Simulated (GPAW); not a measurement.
Crystal: Eu.

```
Eu
1.0
    -2.30300    2.30300    2.30300
     2.30300   -2.30300    2.30300
     2.30300    2.30300   -2.30300
Eu
1
Direct
  0.00000 0.00000 0.00000
```

| Item | Value |
| --- | --- |
| Program | GPAW 26.7.0 |
| Task | single point |
| Functional | PBE |
| Potentials or basis | GPAW PAW data sets (gpaw-data 1.2.1) |
| Cutoff | 800 eV |
| Basis | pw |
| k mesh | 8 × 8 × 8 |
| Occupations | fermi-dirac, width 0.05 eV |
| Spin | collinear spin, ferromagnetic start |
| Starting moments | [7.0] μB |

On this cell: pressure -1.6 GPa; net moment 7.37 μB per cell; site moments Eu +6.71 μB; band gap on the k mesh none (metal or under the smearing width).

The same run follows on a disturbed copy (cell strained at random at fixed volume):

```
Eu
1.0
    -2.34230    2.25988    2.31282
     2.30890   -2.28395    2.30349
     2.34614    2.28779   -2.33690
Eu
1
Direct
  0.98114 0.99755 0.99126
```

Task: What changes?

Result: The energy (extrapolated to zero smearing) moves by +0.7 meV/atom; pressure -1.6 GPa; net moment 7.37 μB per cell; site moments Eu +6.71 μB; band gap on the k mesh none (metal or under the smearing width).

Stress tensor (GPa, compression positive):
```
-1.63 -0.02  0.18
-0.02 -1.57  0.13
 0.18  0.13 -1.62
```

Caveats: one-centre terms of the f shell are cut off; spin-orbit coupling is left out, which moves the levels of the heavy elements.
